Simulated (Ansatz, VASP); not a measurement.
Pt: VASP beside Ansatz

```xyz
6
Lattice="2.7705 0.0000 0.0000 0.0000 3.9181 0.0000 0.0000 0.0000 23.9262" Properties=species:S:1:pos:R:3 pbc="T T T"
Pt    1.3852    1.9590    8.5000
Pt    0.0000    0.0000    9.8852
Pt    1.3852    1.9590   11.2705
Pt    0.0000    0.0000   12.6282
Pt    1.3852    1.9590   14.1183
Pt    0.0000    0.0000   15.3046
```

Alike in both runs: functional PBEsol; k mesh 10 × 7 × 1; occupations gaussian, width 0.1 eV; no spin polarisation.

Ansatz relaxed the structure, and its values are those at the end. VASP's run is a single point on that final structure, the one shown.

|  | VASP | Ansatz |
| --- | --- | --- |
| version | VASP 6.6.1 | Ansatz 0.2.0 |
| potentials or method | VASP PAW PBE potentials, release 64 (Pt) | scalar-relativistic, plane waves, PAW |
| plane-wave cutoff (eV) | 520 | 420 |
| valence electrons in the cell | 60 | 108 |

|  | VASP | Ansatz | Ansatz less VASP |
| --- | --- | --- | --- |
| gap on the k mesh at the Fermi level (eV) | none | none | - |
| rms of the force components (eV/Å) | 0.305 | 0.304 | -0.0007 |

A gap of «none» marks a metal or a gap that the smearing closes. The two sets of potentials don't hold the same shells in valence.

Caveats: the PAW data sets were made with another functional, which shifts forces and pressure a little (VASP). The runs have no spin-orbit coupling, so splittings on Pt are missing.
